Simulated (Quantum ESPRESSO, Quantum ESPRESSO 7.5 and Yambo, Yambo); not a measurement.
# A GW chain in Yambo: InSe (GaSe type monolayer)

Aim: the G0W0 gap of InSe (GaSe type monolayer) on PBEsol, step by step.

Method: PBEsol and many-body steps on it, plane waves, in Quantum ESPRESSO 7.5 and Yambo 5.3.0.

**The experiments to reproduce.**

- Gap 2.84 ± 0.05 eV: optical, A exciton (c-v at Gamma) from PL; photoluminescence; 300 K; monolayer (exfoliated monolayer) (“Indirect to direct gap crossover in two-dimensional InSe revealed by ARPES”, 2019, arxiv:1901.06943).

Report form: the programs' logs are mostly left out.

### Step 1. Set-up

The cell holds 4 atoms: 2 In and 2 Se. Cell: a = 3.957 Å, b = 3.957 Å, c = 19.000 Å, α = 90.0°, β = 90.0°, γ = 120.0°. Vacuum lies along c.

The structure was relaxed with PBEsol-D3(BJ). The runs that relaxed it are not among those shown.

### Step 2. Ground state

This step: Quantum ESPRESSO 7.5; DFT, PBEsol, plane waves, norm-conserving pseudopotentials.

The ground-state density comes first.

File pw.in:

```
&control
  calculation = 'scf'
  prefix = 'x'
  outdir = 'o'
  pseudo_dir = 'pseudo'
/
&system
  ibrav = 0
  nat = 4
  ntyp = 2
  ecutwfc = 104.0
  nbnd = 51
  force_symmorphic = .true.
/
&electrons
  conv_thr = 1e-10
  electron_maxstep = 80
  mixing_beta = 0.5
/
ATOMIC_SPECIES
  In 114.82 In.upf
  Se 78.971 Se.upf
CELL_PARAMETERS angstrom
  3.9567306721 -0.0000000000 0.0000000000
  -1.9783653360 3.4266292780 0.0000000000
  0.0000000000 0.0000000000 19.0000000000
ATOMIC_POSITIONS crystal
  In 0.3333333333 0.6666666667 0.5725359841
  In 0.3333333333 0.6666666667 0.4274640159
  Se 0.6666666667 0.3333333333 0.6409379668
  Se 0.6666666667 0.3333333333 0.3590620332
K_POINTS automatic
  9 9 1 0 0 0
```

Run with:

```bash
$ OMP_NUM_THREADS=1 mpirun -n 4 pw.x -nk 4 -in pw.in > pw.out
```

Run time: 94 s. Hardware: 4 MPI ranks of Arm Neoverse V2, shared host; peak memory 1.6 GiB.

This step gave:

```
total energy               : -29247.5170 eV
gap                        : 1.821 eV
k of the valence top       : 0.1111, 0.1111, 0
k of the conduction bottom : 0, 0, 0
least direct gap           : 1.903 eV
```

The gap is indirect, with the least direct gap 0.08 eV higher.

### Step 3. Bands along the symmetry lines

The cheap functional maps the bands first; the places of the edges decide which points the dearer methods must see.

File pw.in:

```
&control
  calculation = 'bands'
  prefix = 'x'
  outdir = 'o'
  pseudo_dir = 'pseudo'
/
&system
  ibrav = 0
  nat = 4
  ntyp = 2
  ecutwfc = 104.0
  nbnd = 51
  force_symmorphic = .true.
/
&electrons
  conv_thr = 1e-9
  electron_maxstep = 80
  diago_full_acc = .true.
  diago_thr_init = 5e-6
/
ATOMIC_SPECIES
  In 114.82 In.upf
  Se 78.971 Se.upf
CELL_PARAMETERS angstrom
  3.9567306721 -0.0000000000 0.0000000000
  -1.9783653360 3.4266292780 0.0000000000
  0.0000000000 0.0000000000 19.0000000000
ATOMIC_POSITIONS crystal
  In 0.3333333333 0.6666666667 0.5725359841
  In 0.3333333333 0.6666666667 0.4274640159
  Se 0.6666666667 0.3333333333 0.6409379668
  Se 0.6666666667 0.3333333333 0.3590620332
K_POINTS crystal
  25
  0.00000000 0.00000000 0.00000000 1
  0.06250000 0.00000000 0.00000000 1
  0.12500000 0.00000000 0.00000000 1
  0.18750000 0.00000000 0.00000000 1
  0.25000000 0.00000000 0.00000000 1
  0.31250000 0.00000000 0.00000000 1
  0.37500000 0.00000000 0.00000000 1
  0.43750000 0.00000000 0.00000000 1
  0.50000000 0.00000000 0.00000000 1
  0.47916667 0.04166667 0.00000000 1
  0.45833333 0.08333333 0.00000000 1
  0.43750000 0.12500000 0.00000000 1
  0.41666666 0.16666666 0.00000000 1
  0.39583333 0.20833333 0.00000000 1
  0.37500000 0.25000000 0.00000000 1
  0.35416666 0.29166666 0.00000000 1
  0.33333333 0.33333333 0.00000000 1
  0.29166666 0.29166666 0.00000000 1
  0.25000000 0.25000000 0.00000000 1
  0.20833333 0.20833333 0.00000000 1
  0.16666666 0.16666666 0.00000000 1
  0.12500000 0.12500000 0.00000000 1
  0.08333333 0.08333333 0.00000000 1
  0.04166667 0.04166667 0.00000000 1
  0.00000000 0.00000000 0.00000000 1
```

Run time: 46 s. Hardware: 4 MPI ranks; peak memory 1.2 GiB.

This step gave:

- gap: 1.825 eV
- k of the valence top: 0.0833, 0.0833, 0
- k of the conduction bottom: 0, 0, 0
- least direct gap: 1.903 eV

The gap is 1.825 eV, +0.004 eV from the run before at this level.

Electronic bands along the path, in eV, zero at the top of the highest filled band:

| point | band 42 | band 43 | band 44 | band 45 | band 46 | band 47 | band 48 | band 49 |
| --- | --- | --- | --- | --- | --- | --- | --- | --- |
| Γ | -0.32 | -0.24 | -0.24 | -0.08 | 1.82 | 3.00 | 5.22 | 5.27 |
| halfway | -1.75 | -0.95 | -0.80 | -0.06 | 2.98 | 2.99 | 4.92 | 5.04 |
| M | -1.56 | -1.45 | -1.25 | -0.96 | 2.35 | 2.47 | 4.22 | 4.58 |
| halfway | -2.19 | -1.90 | -1.35 | -0.95 | 2.68 | 3.00 | 4.38 | 4.92 |
| K | -2.82 | -1.76 | -1.27 | -1.08 | 2.51 | 3.31 | 4.08 | 5.03 |
| halfway | -1.69 | -1.54 | -1.30 | -0.10 | 3.31 | 3.40 | 4.49 | 5.40 |
| Γ | -0.32 | -0.24 | -0.24 | -0.08 | 1.82 | 3.00 | 5.22 | 5.27 |

### Step 4. Empty states on the mesh, 6×6×1 mesh, 166 bands

The sums over transitions need many empty states on a uniform mesh; this step solves for them.

File pw.in:

```
&control
  calculation = 'nscf'
  prefix = 'x'
  outdir = 'o'
  pseudo_dir = 'pseudo'
/
&system
  ibrav = 0
  nat = 4
  ntyp = 2
  ecutwfc = 104.0
  nbnd = 166
  force_symmorphic = .true.
/
&electrons
  conv_thr = 1e-9
  electron_maxstep = 80
  diago_full_acc = .true.
  diago_thr_init = 5e-6
/
ATOMIC_SPECIES
  In 114.82 In.upf
  Se 78.971 Se.upf
CELL_PARAMETERS angstrom
  3.9567306721 -0.0000000000 0.0000000000
  -1.9783653360 3.4266292780 0.0000000000
  0.0000000000 0.0000000000 19.0000000000
ATOMIC_POSITIONS crystal
  In 0.3333333333 0.6666666667 0.5725359841
  In 0.3333333333 0.6666666667 0.4274640159
  Se 0.6666666667 0.3333333333 0.6409379668
  Se 0.6666666667 0.3333333333 0.3590620332
K_POINTS automatic
  6 6 1 0 0 0
```

Wall time 99 s (4 MPI ranks); peak memory 2.2 GiB; 6.6 min of CPU time.

This step gave:

```yaml
gap: 1.823 eV
k_of_the_valence_top: 0, 0.1667, 0
k_of_the_conduction_bottom: 0, 0, 0
least_direct_gap: 1.903 eV
k_points_computed: 7
lowest_point_of_the_top_converged_band_above_the_valence_top: 34.94 eV
```

On this mesh the gap is 1.823 eV.

### Step 5. Conversion and set-up

This step: Yambo 5.3.0; conversion and set-up on PBEsol, plane waves, norm-conserving pseudopotentials.

The states are converted to the many-body program's format and the q mesh is built.

Run with:

```bash
$ (cd o/x.save; p2y > p2y.log; mv SAVE ../..); yambo > setup.log
```

It took 4.1 s on 1 MPI rank; peak memory 0.31 GiB.

### Step 6. Screening and self-energy, 6×6×1 mesh, 166 bands, screening to 108.8 eV

Now the one-shot GW correction: screening in the RPA, then the self-energy of the levels asked for.

This step: G0W0 on PBEsol, plane waves, norm-conserving pseudopotentials.

File gw1.in:

```
HF_and_locXC
gw0
dyson
ppa
em1d
rim_cut
rim_w
RandQpts= 3000000
RandGvec= 100 RL
CUTGeo= "slab z"
RandGvecW= 9 RL
EXXRLvcs= 104 Ry
VXCRLvcs= 416 Ry
Chimod= "HARTREE"
% BndsRnXp
 1 | 166 |
%
NGsBlkXp= 8 Ry
% LongDrXp
 1 | 1 | 0 |
%
% GbndRnge
 1 | 166 |
%
DysSolver= "n"
ExtendOut
PPAPntXp= 27.21138 eV
% QPkrange
 2 | 2 | 44 | 47 |
 1 | 1 | 44 | 47 |
%
```

Run with:

```bash
$ OMP_NUM_THREADS=2 mpirun -n 2 yambo -F gw1.in -J gw1 -C gw1 > gw1.log
```

It took 28 min on 2 MPI ranks; peak memory 4 GiB.

This step gave:

* G0W0 gap on the points computed: 3.244 eV
* starting gap on the mesh: 1.823 eV
* k of the valence top: 0, 0.1667, 0
* k of the conduction bottom: 0, 0, 0
* least direct G0W0 gap on the computed points: 3.314 eV
* Z at the valence top: 0.7758
* Z at the conduction bottom: 0.7906

The gap on the mesh goes from 1.82 eV to 3.24 eV, a correction of +1.42 eV.

Limits: finite bands, cutoff and mesh; no spin-orbit coupling. v1 is the top filled band, c1 the lowest empty one. Levels before and after the correction, in eV, zero at the valence-band top of each column:

|  | conduction bottom | valence top |
| --- | --- | --- |
| Kohn-Sham | 1.82 | 0.00 |
| G0W0 | 3.24 | 0.00 |

|  | level | energy (eV) |
| --- | --- | --- |
| Kohn-Sham | Γ v2 | -0.245 |
| Kohn-Sham | Γ v1 | -0.080 |
| Kohn-Sham | Γ c1 | 1.823 |
| Kohn-Sham | Γ c2 | 2.994 |
| Kohn-Sham | (0 0.167 0) v2 | -0.540 |
| Kohn-Sham | (0 0.167 0) v1 | 0.000 |
| Kohn-Sham | (0 0.167 0) c1 | 2.779 |
| Kohn-Sham | (0 0.167 0) c2 | 3.633 |
| G0W0 | Γ v2 | -0.071 |
| G0W0 | Γ v1 | -0.110 |
| G0W0 | Γ c1 | 3.244 |
| G0W0 | Γ c2 | 4.424 |
| G0W0 | (0 0.167 0) v2 | -0.408 |
| G0W0 | (0 0.167 0) v1 | 0.000 |
| G0W0 | (0 0.167 0) c1 | 4.356 |
| G0W0 | (0 0.167 0) c2 | 5.013 |

### Step 7. Where the time went

Times are wall times on the hardware named with each run, good to a factor of about two.

| step | time | share | memory (GiB) |
| --- | --- | --- | --- |
| ground state | 94 s | 5 % | 1.6 |
| bands along the symmetry lines | 46 s | 2 % | 1.2 |
| empty states on the mesh | 99 s | 5 % | 2.2 |
| conversion and set-up | 4.1 s | 0 % | 0.31 |
| screening and self-energy | 28 min | 87 % | 4.0 |

### Step 8. Summary of results

```yaml
pbesol_gap: 1.82 eV, indirect
g0w0_gap_on_the_mesh: 3.24 eV
gw_settings: 6×6×1 mesh, 166 bands, screening to 108.8 eV, Godby-Needs plasmon pole
known_limits: not at the basis limit; no spin-orbit coupling
```

**Reading.** G0W0 moves the gap on the mesh from 1.82 eV to 3.24 eV (+1.42 eV), with Z of 0.78 and 0.79 at the edges. Only 2 of the mesh's irreducible points were corrected, so a valley elsewhere could overtake. The dearest step here is «screening and self-energy». Against experiment, by G0W0@PBEsol: the direct gap of 3.31 eV lies +0.47 eV from the measured 2.84 ± 0.05 eV (exciton, 300 K, 2019). An exciton line or allowed optical edge lies below the quasiparticle gap by the binding energy; a forbidden edge can push the onset above it. The computed sheet is free-standing; a substrate or cover screens it further and lowers both gap and binding, while the exciton line moves little. The calculation has static nuclei and no excitons; a measured gap holds zero-point and thermal motion, which mostly lowers it. Bands and cutoff are finite, so the gap is not at the basis limit. The miss can reach some tenths of an eV and take either sign; the mesh is an error of its own. In the G0W0 run levels were corrected at 2 k points alone, so a gap called «on the mesh» is the least over those, and an edge elsewhere would be missed. The many-body steps are scalar-relativistic: spin-orbit coupling is not in them.

[Paths, hosts, dates, memory and timing lines, banners, echoed tables and standing remarks are left out of the program output.]

[Logs are printed without paths, hosts, clocks, repeated set-up lines and the standing remarks that a program may print on its own settings, such as how far it seeks lower states.]

[Runs of the session that timed out or met a known fault of the program may be left out.]

[Hosts, paths, dates, database ids (printed as entryN), source tags and the programs' standing remarks are cut or masked in the printed files.]
